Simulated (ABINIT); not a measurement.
HfC:

```
Hf C
1.0
     0.00000    2.32500    2.32500
     2.32500    0.00000    2.32500
     2.32500    2.32500    0.00000
Hf C
1 1
Direct
  0.50000 0.50000 0.50000
  0.00000 0.00000 0.00000
```

Base run:

```yaml
Program: ABINIT 10.8.3 (patched build)
Functional: AM05
Potentials_or_basis: JTH PAW PBE v2.0
Cutoff: 544 eV
k_mesh: 10 × 10 × 10
Occupations: fermi-dirac, width 0.05 eV
Spin: spin-orbit coupling, no magnetisation
```

Its results: band gap on the k mesh none (metal or under the smearing width); pressure -7.7 GPa.

After a change of settings the same cell gave: band gap on the k mesh none (metal or under the smearing width); pressure 0.4 GPa. Which change was it?
A. functional from AM05 to rPW86PBE; spin from spin-orbit coupling, no magnetisation to no spin polarisation
B. functional from AM05 to BP86
C. functional from AM05 to revPBE; spin from spin-orbit coupling, no magnetisation to no spin polarisation

B.

Caveats: the PAW data sets were made with another functional, which shifts forces and pressure a little.

Runs at the PBE level aren't shown here.
